**Why would silicon under pressure choose β-Sn when R8 is dense and much cheaper?**

I have computed energies for a set of silicon structures and want to know which one replaces diamond when the crystal is squeezed. Diamond is space group 227, and "over lowest" is the energy above it at zero pressure.

Structures of silicon, computed with Ansatz 0.2.0 using scalar-relativistic plane-wave PAW calculations, the PBE functional and a 420 eV cutoff. Energies are per atom, relative to the lowest structure computed.

```tsv
found from	space group number	atoms in cell	volume per atom (Å³)	over lowest (meV/atom)
database cell	227	2	20.46	0.0
database cell	194	4	20.44	11.0
database cell	12	8	21.25	69.0
database cell	217	23	22.43	81.0
database cell	63	12	22.00	90.0
database cell	139	4	21.61	100.0
database cell	206	8	18.45	157.0
database cell	148	8	18.22	159.0
random start	139	2	17.63	285.0
Sn type	141	2	15.35	288.0
Ga type	64	4	16.97	359.0
changed type	194	4	16.34	363.0
rattled cell	65	5	16.45	414.0
changed type	166	12	16.96	442.0
random start	139	3	16.31	443.0
changed type	69	2	14.84	450.0
Ti type	191	3	14.75	497.0
changed type	69	1	14.58	513.0
```

The rows with space groups 148 and 206 look like the known phases R8 and BC8. Both are clearly denser than diamond, and both lie far below β-Sn (space group 141) in energy. I would have bet on one of them, yet I keep reading that compressed silicon turns into β-Sn. Is the table wrong, or am I reading it wrongly? And how far can I trust the order?

**Answer**

The table and what you have read agree. The energy column ranks the structures at zero pressure, where diamond wins. Under pressure a structure is also rewarded for every bit of volume it gives up, and β-Sn gives up far more than R8 or BC8.

Start with why diamond is lowest. A silicon atom has four valence electrons, enough for four strong bonds, and in diamond these point to the corners of a regular tetrahedron. The closest competitor, the hexagonal form at 11 meV/atom, keeps the same four neighbours. It differs in how neighbouring tetrahedra are turned: one bond in four is eclipsed instead of staggered. If that carries the whole difference, an eclipsed bond costs about 20 meV.

R8 and BC8 also keep four bonds per atom, but they fold the network more tightly. Folding bends the bonds away from their ideal angles and pushes atoms that are not bonded closer together. That is the standard explanation for their cost of nearly 160 meV/atom. The two differ by only 2 meV, too little to rank them, so what follows for R8 holds in essence for BC8.

β-Sn takes a different route. Each atom has four near neighbours and two only slightly farther away, and the bonding is metallic. Giving up the directed bonds is expensive, at 288 meV/atom, but the atoms no longer have to leave the large empty spaces that a tetrahedral network needs. The volume falls from 20.46 to 15.35 Å³ per atom, while R8 only reaches 18.22 Å³.

Pressure turns that volume into energy. At pressure $p$ and zero temperature the stable structure has the lowest enthalpy $H = E + pV$, where $E$ is the energy and $V$ the volume per atom. If the volumes are held at their zero-pressure values, a denser structure draws level with diamond at

$$p = \frac{E - E_{\text{diamond}}}{V_{\text{diamond}} - V}$$

So what matters is the price per unit of volume saved. β-Sn pays 288 meV for 5.11 Å³, or 56 meV per Å³. Since 1 eV/Å³ is about 160 GPa, this gives 9.0 GPa. R8 pays 159 meV for only 2.24 Å³, or 71 meV per Å³, and would need 11.4 GPa. By then β-Sn has already taken over.

The formula has no adjustable constants and uses only the tabulated energies and volumes; the output below gives the result for each row. It ignores that the crystals shrink as they are squeezed. With rough recalled stiffnesses, that correction raises both pressures by about 0.7 GPa and leaves their order alone. Experiments, roughly recalled, see the change begin near 11 or 12 GPa, so the estimate is somewhat low but of the right size.

Density alone would not have led you to β-Sn either. Three rows are denser still, but they save at most another 0.8 Å³ and cost at least 162 meV more. β-Sn is the best bargain in this table: it gets most of the volume saving that any row offers, at a much lower energy than the rows that are denser still. The relaxations kept their starting symmetry, however, so some of the high-energy rivals might fall lower if they were allowed to distort. The table also lacks the simple hexagonal form, which silicon is known to take at higher pressure, so β-Sn has not been tested against that close rival here.

How safe is the order? At zero pressure, diamond's lead over β-Sn is secure against the main known error of the method. PBE puts the metallic β-Sn too low relative to diamond, by roughly 0.1 eV or more as I recall from comparisons with more accurate methods. Correcting this would widen diamond's lead. The lead over the hexagonal form is much smaller, but the two have nearly identical bonding, so most of the error should cancel.

Under pressure the same error favours β-Sn, so correcting it weakens the case for β-Sn. Raising its energy by about 75 meV, with R8 left where it is, would let R8 draw level with diamond first. The known error is at least that large. R8 keeps its four bonds, so its own error is probably smaller, but these results cannot tell by how much. The vibrations of the atoms are left out too. They are expected to help β-Sn somewhat, because its bonds are softer. The calculation therefore agrees with the observed change to β-Sn, but it does not settle the contest with R8 on its own.

The volume of diamond matters too. The last three lines of the output use the cell that the diamond run started from, which corresponds to 20.02 Å³ per atom. That is not the relaxed crystal. The relaxed cell has edges of 3.868 Å and gives 20.46 Å³, as tabulated, so the estimates of 9.0 and 11.4 GPa stand. The starting cell only serves to show how sensitive they are: with its smaller volume the two pressures would become about 10 and 14 GPa, and β-Sn would still come first.

What would reverse the order of β-Sn and R8 is letting the pressure go. Below about 7 GPa, R8 has the lower enthalpy of the two, and correcting the PBE error would move that point upwards. Diamond is lower than both there, so energy alone would take the crystal straight back to diamond. In practice, R8 and BC8 are what is found after β-Sn is slowly unloaded. The usual explanation is that the path from β-Sn to them has a lower barrier than the path back to diamond, which needs a very large change in the shape of the cell. Energies of relaxed structures do not contain such barriers, so this table cannot test that explanation.

For a similar choice in another material, divide each dense structure's extra energy by the volume it saves and look for the smallest ratio. Then ask how far the energies would have to shift to change the winner. For silicon that shift is about 75 meV, so the calculation to do next is diamond, R8 and β-Sn with a more accurate method.

Numerical output:

```
Crossing with diamond (negative is tension and 0 is not given):
            row  space group  volume saved (Å³/atom)  crossing pressure (GPa)  enthalpy over diamond at the β-Sn crossing (meV/atom)
  database cell          227                       0                        0                                                      0
  database cell          194                    0.02                        0                                                  9.873
  database cell           12                   -0.79                   -13.99                                                  113.5
  database cell          217                   -1.97                   -6.588                                                    192
  database cell           63                   -1.54                   -9.363                                                  176.8
  database cell          139                   -1.15                   -13.93                                                  164.8
  database cell          206                    2.01                    12.51                                                  43.72
  database cell          148                    2.24                    11.37                                                  32.75
   random start          139                    2.83                    16.13                                                  125.5
        Sn type          141                    5.11                     9.03                                             -5.684e-14
        Ga type           64                    3.49                    16.48                                                  162.3
   changed type          194                    4.12                    14.12                                                  130.8
   rattled cell           65                    4.01                    16.54                                                    188
   changed type          166                     3.5                    20.23                                                  244.7
   random start          139                    4.15                     17.1                                                  209.1
   changed type           69                    5.62                    12.83                                                  133.3
        Ti type          191                    5.71                    13.95                                                  175.2
   changed type           69                    5.88                    13.98                                                  181.6
Energy of β-Sn over R8 (meV/atom): 129
Gap between R8 and the next higher row (meV/atom): 126
Least extra energy over β-Sn of rows between its volume and 17.5 Å³ (meV/atom): 71
Cost per eclipsed bond if it carries the whole difference (meV): 22
Pressure below which R8 is lower than β-Sn (GPa): 7.201
Rise of the β-Sn energy that lets R8 meet diamond first (meV/atom): 74.72
Rise of the β-Sn crossing from compressibility, rough (GPa): 0.7004
Rise of the R8 crossing from compressibility, rough (GPa): 0.7185
Diamond volume from its printed cell (Å³/atom): 20.02
β-Sn crossing with that smaller diamond volume (GPa): 9.882
R8 crossing with that smaller diamond volume (GPa): 14.16
```
